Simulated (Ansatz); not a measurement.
CaF2 (fluorite)

```
CaF2
1.0
    0.00000     2.71960     2.71960
    2.71960     0.00000     2.71960
    2.71960     2.71960     0.00000
Ca F
1 2
Direct
  0.00000   0.00000   0.00000
  0.25000   0.25000   0.25000
  0.75000   0.75000   0.75000
```

In each cell atom 3 (F, nearest neighbour Ca at 2.355 Å; its periodic images, 3.8 Å or more away, move with it) moves by s·(0.707, 0.707, 0.000) (along Cartesian [110]), the rest being held.

Calculation: r2SCAN (plane waves to 500 eV, PAW, scalar-relativistic; Ansatz, a quantum-chemistry and plane-wave program). k mesh 9×9×9 (Γ-centred), Fermi-Dirac smearing 0.05 eV. F∥ is the force on the atom along that direction. CaF2 was relaxed with its symmetry unable to fall. 

```tsv
s (Å)	F∥ (eV/Å)
-0.470	3.022
-0.376	2.229
-0.282	1.558
-0.188	0.983
-0.094	0.475
0.000	0.000
0.094	-0.475
0.188	-0.983
0.282	-1.558
0.376	-2.229
0.470	-3.022
```

Problem. What is the force constant k = d²E/ds² of this move at s = 0?

Solution. 4.99 eV/Å². The forces along the line at the two nearest points give (0.475 − (-0.475)) / (2·0.094) = 5.05 eV/Å²; the next pair corrects for the finite step.

(For displaced atoms, the force is minus the slope of the energy, and its curvature is a force constant, which sets phonon frequencies.)
